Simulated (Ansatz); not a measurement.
SnO2:

```
Sn O
1.0
     3.23058    0.00000    0.00000
    -1.61529    2.79776    0.00000
     0.00000    0.00000   10.79056
Sn O
2 4
Direct
  0.00000 0.00000 0.00000
  0.00000 0.00000 0.50000
  0.33333 0.66667 0.90586
  0.33333 0.66667 0.59414
  0.66667 0.33333 0.09414
  0.66667 0.33333 0.40586
```

Measurements of this composition are mostly on another form, of space group No. 136.

Base run:

* Program: Ansatz 0.2.0
* Functional: r2SCAN
* Potentials or basis: Ansatz PAW
* Cutoff: 500 eV
* Density cutoff: 2000 eV
* k mesh: 9 × 9 × 3
* Occupations: fermi-dirac, width 0.05 eV
* Spin: no spin polarisation

Its results: band gap on the k mesh 2.60 eV, indirect (least direct gap 3.00 eV); pressure -6.1 GPa; largest force 0.631 eV/Å.

**Question.** The run is repeated on the same cell with these changes: functional from r2SCAN to LDA; cutoff from 500 eV to 420 eV; density cutoff from 2000 eV to 1680 eV. What comes out?

**Answer.** Band gap on the k mesh 1.95 eV, indirect (least direct gap 2.37 eV); pressure -7.8 GPa; largest force 0.694 eV/Å.

r2SCAN gives the wider gap, since meta-GGAs in the generalised Kohn-Sham scheme recover part of the derivative discontinuity.

Caveats: spin-orbit coupling is left out, which moves the levels of the heavy elements; the PAW data sets come from PBE, with cores solved anew for the run's functional, which leaves a small shift of forces and pressure.

Not every run made on this cell is shown here.
